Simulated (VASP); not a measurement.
# Which native defect does SiNi3 form most easily?, part 2 of 6

Which native defect is cheapest in SiNi3, and how does that change with the growth condition? The start is a cell from a database of measured crystal structures.

VASP 6.6.1, plane waves and PAW; the level of theory is named at each step.

Still holding for the runs below: The k-mesh is coarse for a metal.

So far. Step 2 (Relaxing the host crystal): The run ended after 3 ionic steps, 0.030 eV below its first step, once forces and stress met EDIFFG = -0.02.

The database entry behind the starting cell differs from later determinations by our own check (an axis about 0.9 % long against later determinations), so it need not match the best structure at ambient conditions.

**3. The supercell without the defect**

Level of this step: PBE, spin-polarised from a ferromagnetic start; plane waves and PAW (Ni, Si) (VASP).

System of this step: SiNi3. The structure is cubic, space group Pm-3m (No. 221). The conventional cell has a = 3.503 Å, b = 3.503 Å, c = 3.503 Å, α = 90.00°, β = 90.00°, γ = 90.00°. Nearest to Ni lie 4 Si at 2.48 Å and 8 Ni at 2.48 Å. Si has 12 Ni at 2.48 Å nearest. Farther neighbours are not listed.

The same cell, mesh and cutoff without the defect give the energy to subtract and, in a gapped host, the band edges to count from, so that most errors cancel.

INCAR

```
SYSTEM = SiNi3
PREC = Normal
ENCUT = 300
EDIFF = 1E-05
NELM = 120
ISMEAR = 1
SIGMA = 0.2
LREAL = Auto
ALGO = Fast
GGA = PE
NBANDS = 160
ISPIN = 2
MAGMOM = 1 1 1 1 1 1 1 1 1 1 1 1 1 1 1 1 1 1 1 1 1 1 1 1 0 0 0 0 0 0 0 0
LASPH = .TRUE.
LMAXMIX = 4
LORBIT = 11
LWAVE = .FALSE.
LCHARG = .FALSE.
KPAR = 4
NCORE = 2
```

POSCAR

```
SiNi3
1.0
    7.0061870298      0.0000000000      0.0000000000
    0.0000000000      7.0061870298      0.0000000000
    0.0000000000      0.0000000000      7.0061870298
Ni Si
24 8
Direct
    0.2500000000      0.2500000000      0.0000000000
    0.2500000000      0.2500000000      0.5000000000
    0.2500000000      0.7500000000      0.0000000000
    0.2500000000      0.7500000000      0.5000000000
    0.7500000000      0.2500000000      0.0000000000
    0.7500000000      0.2500000000      0.5000000000
    0.7500000000      0.7500000000      0.0000000000
    0.7500000000      0.7500000000      0.5000000000
    0.2500000000      0.0000000000      0.2500000000
    0.2500000000      0.0000000000      0.7500000000
    0.2500000000      0.5000000000      0.2500000000
    0.2500000000      0.5000000000      0.7500000000
    0.7500000000      0.0000000000      0.2500000000
    0.7500000000      0.0000000000      0.7500000000
    0.7500000000      0.5000000000      0.2500000000
    0.7500000000      0.5000000000      0.7500000000
    0.0000000000      0.2500000000      0.2500000000
    0.0000000000      0.2500000000      0.7500000000
    0.0000000000      0.7500000000      0.2500000000
    0.0000000000      0.7500000000      0.7500000000
    0.5000000000      0.2500000000      0.2500000000
    0.5000000000      0.2500000000      0.7500000000
    0.5000000000      0.7500000000      0.2500000000
    0.5000000000      0.7500000000      0.7500000000
    0.0000000000      0.0000000000      0.0000000000
    0.0000000000      0.0000000000      0.5000000000
    0.0000000000      0.5000000000      0.0000000000
    0.0000000000      0.5000000000      0.5000000000
    0.5000000000      0.0000000000      0.0000000000
    0.5000000000      0.0000000000      0.5000000000
    0.5000000000      0.5000000000      0.0000000000
    0.5000000000      0.5000000000      0.5000000000
```

KPOINTS

```
Automatic mesh
0
Monkhorst-Pack
3 3 3
0 0 0
```

PAW data sets: Ni and Si (PBE family, release 64).

Run with:

```sh
$ mpirun -np 8 vasp_std
```

Log:

```text
[banner, memory and clock lines left out]
running    8 mpi-ranks, on    1 nodes
 distrk:  each k-point on    2 cores,    4 groups
 distr:  one band on    2 cores,    1 groups

 POSCAR found type information on POSCAR NiSi
 POSCAR found :  2 types and      32 ions
 LDA part: xc-table for (Slater+PW92), standard interpolation
 POSCAR, INCAR and KPOINTS ok, starting setup
 FFT: planning ... GRIDC
 FFT: planning ... GRID_SOFT
 FFT: planning ... GRID
 WAVECAR not read
 entering main loop
       N       E                     dE             d eps       ncg     rms          rms(c)
DAV:   1     0.177761024792E+04    0.17776E+04   -0.79291E+04  2560   0.150E+03
DAV:   2    -0.800092059300E+01   -0.17856E+04   -0.17244E+04  2560   0.386E+02
DAV:   3    -0.206573765876E+03   -0.19857E+03   -0.17876E+03  2568   0.151E+02
DAV:   4    -0.216820289198E+03   -0.10247E+02   -0.99148E+01  3048   0.335E+01
DAV:   5    -0.217149926071E+03   -0.32964E+00   -0.32880E+00  3120   0.585E+00    0.571E+01
RMM:   6    -0.212217166336E+03    0.49328E+01   -0.47297E+02  2600   0.987E+01    0.514E+01
RMM:   7    -0.189413873154E+03    0.22803E+02   -0.13058E+02  2562   0.579E+01    0.114E+01
RMM:   8    -0.189576919355E+03   -0.16305E+00   -0.27040E+00  2654   0.372E+00    0.397E+00
RMM:   9    -0.189577117560E+03   -0.19821E-03   -0.65403E-01  2846   0.225E+00    0.156E+00
RMM:  10    -0.189594273631E+03   -0.17156E-01   -0.16619E-01  2908   0.918E-01    0.975E-01
RMM:  11    -0.189596819686E+03   -0.25461E-02   -0.28578E-02  2913   0.467E-01    0.553E-01
RMM:  12    -0.189597171582E+03   -0.35190E-03   -0.92981E-03  2943   0.223E-01    0.223E-01
RMM:  13    -0.189597428363E+03   -0.25678E-03   -0.15841E-03  2880   0.103E-01    0.808E-02
RMM:  14    -0.189597466717E+03   -0.38354E-04   -0.38788E-04  2866   0.550E-02    0.444E-02
RMM:  15    -0.189597469080E+03   -0.23631E-05   -0.79387E-05  2180   0.216E-02
   1 F= -.18959747E+03 E0= -.18961999E+03  d E =0.675500E-01  mag=     0.0058
```

The job ended after 44 s (8 MPI ranks of Intel Xeon Platinum 8375C at 2.90GHz (Ice Lake), shared host; peak memory 1.8 GiB).

From OUTCAR (step 3):

```text
  LATTYP: Found a simple cubic cell.
 ALAT       =     7.0061870298

The static configuration has the point symmetry O_h .

 Found      4 irreducible k-points:

   k-points           NKPTS =      4   k-points in BZ     NKDIM =      4   number of bands    NBANDS=    160

   dimension x,y,z NGX =    30 NGY =   30 NGZ =   30
   dimension x,y,z NGXF=    60 NGYF=   60 NGZF=   60

   ENCUT  =  300.0 eV  22.05 Ry    4.70 a.u.   9.89  9.89  9.89*2*pi/ulx,y,z

   NELECT =     272.0000    total number of electrons

 E-fermi :  10.7055

 spin component 1
 k-point     1 :       0.0000    0.0000    0.0000
  band No.  band energies     occupation
    ...
    130      10.2961      1.00685
    131      10.4078      1.02816
    132      10.5005      1.02752
    133      10.5005      1.02752
    134      10.5005      1.02752
    135      10.7397      0.35769
    136      10.7397      0.35769
    137      10.7397      0.35769
    138      10.7411      0.35214
    139      10.7411      0.35214
    ...

 k-point     2 :       0.3333    0.0000    0.0000
  band No.  band energies     occupation
    ...
    132      10.3689      1.01930
    133      10.4845      1.03287
    134      10.4845      1.03287
    135      10.6879      0.57409
    136      10.6879      0.57409
    137      10.7400      0.35632
    138      10.7406      0.35388
    139      11.1604     -0.00298
    140      11.1604     -0.00298
    141      11.3786     -0.00001
    ...

 k-point     3 :       0.3333    0.3333    0.0000
  band No.  band energies     occupation
    ...
    132      10.4382      1.03382
    133      10.4526      1.03522
    134      10.4960      1.02938
    135      10.4960      1.02938
    136      10.5789      0.93425
    137      10.9361     -0.03458
    138      11.1019     -0.00847
    139      11.1976     -0.00138
    140      11.3542     -0.00002
    141      11.4763     -0.00000
    ...

 k-point     4 :       0.3333    0.3333    0.3333
  band No.  band energies     occupation
    ...
    133      10.5080      1.02377
    134      10.5080      1.02377
    135      10.5298      1.00752
    136      10.6075      0.86442
    137      11.0067     -0.02738
    138      11.0067     -0.02738
    139      11.2571     -0.00034
    140      11.2571     -0.00034
    141      11.2571     -0.00034
    142      11.4894     -0.00000
    ...

  Total        0.6380354      0.6380354      0.6380354      0.0000000      0.0000000     -0.0000000
  in kB        2.9724200      2.9724200      2.9724200      0.0000000      0.0000000     -0.0000000
  external PRESSURE =       2.9724200 kB  Pullay stress =       0.0000000 kB

  energy-cutoff  :      300.00
  volume of cell :      343.91
      direct lattice vectors                 reciprocal lattice vectors
     7.006187030  0.000000000  0.000000000     0.142730988  0.000000000  0.000000000
     0.000000000  7.006187030  0.000000000     0.000000000  0.142730988  0.000000000
     0.000000000  0.000000000  7.006187030     0.000000000  0.000000000  0.142730988

 POSITION                                       TOTAL-FORCE (eV/Angst)
 -----------------------------------------------------------------------------------
      1.75155      1.75155      0.00000        -0.000000     -0.000000      0.000000
      1.75155      1.75155      3.50309        -0.000000     -0.000000     -0.000000
      1.75155      5.25464      0.00000        -0.000000     -0.000000      0.000000
      1.75155      5.25464      3.50309        -0.000000      0.000000     -0.000000
      5.25464      1.75155      0.00000         0.000000     -0.000000     -0.000000
      5.25464      1.75155      3.50309         0.000000     -0.000000      0.000000
      5.25464      5.25464      0.00000         0.000000      0.000000      0.000000
      5.25464      5.25464      3.50309         0.000000      0.000000     -0.000000
      1.75155      0.00000      1.75155        -0.000000     -0.000000     -0.000000
      1.75155      0.00000      5.25464        -0.000000     -0.000000      0.000000
      1.75155      3.50309      1.75155        -0.000000     -0.000000     -0.000000
      1.75155      3.50309      5.25464        -0.000000     -0.000000      0.000000
      5.25464      0.00000      1.75155        -0.000000      0.000000     -0.000000
      5.25464      0.00000      5.25464         0.000000      0.000000     -0.000000
      5.25464      3.50309      1.75155         0.000000     -0.000000     -0.000000
      5.25464      3.50309      5.25464         0.000000      0.000000      0.000000
      0.00000      1.75155      1.75155        -0.000000      0.000000      0.000000
      0.00000      1.75155      5.25464         0.000000     -0.000000     -0.000000
      0.00000      5.25464      1.75155         0.000000      0.000000      0.000000
      0.00000      5.25464      5.25464         0.000000      0.000000     -0.000000
      3.50309      1.75155      1.75155        -0.000000     -0.000000     -0.000000
      3.50309      1.75155      5.25464         0.000000     -0.000000      0.000000
      3.50309      5.25464      1.75155         0.000000      0.000000     -0.000000
      3.50309      5.25464      5.25464        -0.000000      0.000000      0.000000
      0.00000      0.00000      0.00000         0.000000      0.000000     -0.000000
      0.00000      0.00000      3.50309         0.000000      0.000000     -0.000000
      0.00000      3.50309      0.00000        -0.000000      0.000000     -0.000000
      0.00000      3.50309      3.50309         0.000000      0.000000     -0.000000
      3.50309      0.00000      0.00000        -0.000000      0.000000     -0.000000
      3.50309      0.00000      3.50309        -0.000000      0.000000      0.000000
      3.50309      3.50309      0.00000         0.000000      0.000000     -0.000000
      3.50309      3.50309      3.50309         0.000000      0.000000     -0.000000
 -----------------------------------------------------------------------------------
    total drift:                                0.000000      0.000000      0.000000

  FREE ENERGIE OF THE ION-ELECTRON SYSTEM (eV)
  ---------------------------------------------------
  free  energy   TOTEN  =      -189.5974690800 eV

  energy  without entropy=     -189.6650190550  energy(sigma->0) =     -189.61998574

 total charge
# of ion       s       p       d       tot
------------------------------------------
    1        0.487   0.573   8.399   9.458
    2        0.487   0.573   8.399   9.458
    3        0.487   0.573   8.399   9.458
    4        0.487   0.573   8.399   9.458
    5        0.487   0.573   8.399   9.458
    6        0.487   0.573   8.399   9.458
    7        0.487   0.573   8.399   9.458
    8        0.487   0.573   8.399   9.458
    9        0.487   0.573   8.399   9.458
   10        0.487   0.573   8.399   9.458
   11        0.487   0.573   8.399   9.458
   12        0.487   0.573   8.399   9.458
   13        0.487   0.573   8.399   9.458
   14        0.487   0.573   8.399   9.458
   15        0.487   0.573   8.399   9.458
   16        0.487   0.573   8.399   9.458
   17        0.487   0.573   8.399   9.458
   18        0.487   0.573   8.399   9.458
   19        0.487   0.573   8.399   9.458
   20        0.487   0.573   8.399   9.458
   21        0.487   0.573   8.399   9.458
   22        0.487   0.573   8.399   9.458
   23        0.487   0.573   8.399   9.458
   24        0.487   0.573   8.399   9.458
   25        0.731   0.825   0.000   1.556
   26        0.731   0.825   0.000   1.556
   27        0.731   0.825   0.000   1.556
   28        0.731   0.825   0.000   1.556
   29        0.731   0.825   0.000   1.556
   30        0.731   0.825   0.000   1.556
   31        0.731   0.825   0.000   1.556
   32        0.731   0.825   0.000   1.556
--------------------------------------------------
tot         17.525  20.351 201.575 239.451

 magnetization (x)
# of ion       s       p       d       tot
------------------------------------------
    1        0.000   0.000  -0.000   0.000
    2        0.000   0.000  -0.000   0.000
    3        0.000   0.000  -0.000   0.000
    4        0.000   0.000  -0.000   0.000
    5        0.000   0.000  -0.000   0.000
    6        0.000   0.000  -0.000   0.000
    7        0.000   0.000  -0.000   0.000
    8        0.000   0.000  -0.000   0.000
    9        0.000   0.000  -0.000   0.000
   10        0.000   0.000  -0.000   0.000
   11        0.000   0.000  -0.000   0.000
   12        0.000   0.000  -0.000   0.000
   13        0.000   0.000  -0.000   0.000
   14        0.000   0.000  -0.000   0.000
   15        0.000   0.000  -0.000   0.000
   16        0.000   0.000  -0.000   0.000
   17        0.000   0.000  -0.000   0.000
   18        0.000   0.000  -0.000   0.000
   19        0.000   0.000  -0.000   0.000
   20        0.000   0.000  -0.000   0.000
   21        0.000   0.000  -0.000   0.000
   22        0.000   0.000  -0.000   0.000
   23        0.000   0.000  -0.000   0.000
   24        0.000   0.000  -0.000   0.000
   25       -0.000   0.000   0.000  -0.000
   26       -0.000   0.000   0.000  -0.000
   27       -0.000   0.000   0.000  -0.000
   28       -0.000   0.000   0.000  -0.000
   29       -0.000   0.000   0.000  -0.000
   30       -0.000   0.000   0.000  -0.000
   31       -0.000   0.000   0.000  -0.000
   32       -0.000   0.000   0.000  -0.000
--------------------------------------------------
tot         -0.000   0.000  -0.000  -0.000

[... 1 part as in an earlier step ...]

[... 7 further parts left out ...]
```

This step gave:

- electronic cycles: 15
- electrons: 272
- free energy (TOTEN): -189.5975 eV
- energy at zero smearing: -189.6200 eV
- Fermi energy: 10.71 eV
- moment of the cell, from the last line of the log: 0.0058 μB

The spin moment in the PAW sphere vanishes on all atoms.

The host is treated as a metal, as its relaxation found a gap under 0.3 eV or none, and only the neutral defect is run.

(Continued in part 3 of 6.)

[Lines on the potential files, build, host, timing and source positions are cut from VASP's logs without a mark.]

[Logs are printed without paths, hosts, clocks, repeated set-up lines and the standing remarks that a program may print on its own settings, such as how far it seeks lower states.]

[Hosts, paths, dates, database ids (printed as entryN), source tags and the programs' standing remarks are cut or masked in the printed files.]

[In band tables of VASP the shares of atoms and orbitals are scaled to a sum of 1 inside the atoms' spheres.]

[Runs that stopped without an error message from VASP are left out.]
